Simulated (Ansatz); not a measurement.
Co: pressure against volume

Co, P6_3/mmc, a = 2.456 Å, c = 3.969 Å. Ansatz: PBEsol, PAW, 420 eV, Γ-centred 18×18×10 mesh on 2 atoms, Gaussian smearing 0.10 eV; collinear spin, largest moment 1.6 μB. Shape and atoms are relaxed at each volume; pressure is positive in compression.

| V (Å³/atom) | P (GPa) |
| --- | --- |
| 9.127 | 42.39 |
| 9.438 | 29.19 |
| 9.749 | 17.82 |
| 10.060 | 8.14 |
| 10.371 | 0.01 |
| 10.683 | ? |
| 10.994 | -12.67 |
| 11.409 | -18.92 |

Problem. Take V0 = 10.371 Å³/atom, count pressures from its P0 = 0.01 GPa, fit the third-order Birch–Murnaghan form to the other rows, and predict the missing pressure.

Solution. With the Eulerian strain f = ½[(V0/V)^(2/3) − 1] and y = (P − P0)/[3f(1 + 2f)^(5/2)], the form is the line y = B0 + 1.5 B0 (B0′ − 4) f. Rows (f, y): 0.04446, 256.8; 0.03243, 256.3; 0.02105, 254.4; 0.01025, 251.3; -0.01907, 244.3; -0.03081, 240.1. Means f = 0.009718, y = 250.53; Σ(Δf)² = 0.004323, ΣΔfΔy = 0.9952; the slope is their ratio. y = 248.3 + 230.2 f GPa, so B0 = 248.3 GPa and B0′ = 4 + 2 × (230.2)/(3 × 248.3) = 4.62. At V = 10.683, f = -0.00978, y = 246.05 and P = -6.86 GPa. The run gave -6.85 GPa, so the fit is 0.01 GPa too low, within the rms miss on the fitted rows (0.13 GPa).